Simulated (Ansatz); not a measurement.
The system is MnO.

```
CELL_PARAMETERS angstrom
0.00000 2.22391 2.22391
2.22391 0.00000 2.22391
2.22391 2.22391 0.00000
ATOMIC_POSITIONS crystal
Mn 0.00000 0.00000 0.00000
O 0.50000 0.50000 0.50000
```

The cell is a database's computed one.

Program: Ansatz 0.2.0. Alike in all runs: spin collinear, ferromagnetic start; cell as given; k mesh 10 × 10 × 10; cutoff (eV) 324; basis error allowed 0.001 eV/atom.

Order these runs on this cell by their pressure, lowest first.
A. level PBEsol; potentials or basis all-electron LAPW, non-relativistic; smearing fermi-dirac 0.05 eV
B. level PBEsol+U; potentials or basis all-electron LAPW, scalar-relativistic; U Mn d U = 8 eV; smearing fermi-dirac 0.05 eV
C. level PBE; potentials or basis all-electron LAPW, scalar-relativistic; smearing gaussian 0.014 eV
D. level PBEsol+U; potentials or basis all-electron LAPW, scalar-relativistic; U Mn d U = 4 eV; smearing fermi-dirac 0.05 eV
E. level LDA; potentials or basis all-electron LAPW, scalar-relativistic; smearing fermi-dirac 0.05 eV

E (-16.6 GPa), A (-6.5 GPa), C (0.2 GPa), D (2.8 GPa), B (7.4 GPa).

Caveats: a cell with one magnetic atom can't hold antiferromagnetic order, which such compounds often take; the magnetic state may not be the lowest (some runs); U is the effective U less J, on atomic orbitals that reach past the spheres (some runs).

Not every run made on this cell is shown here.
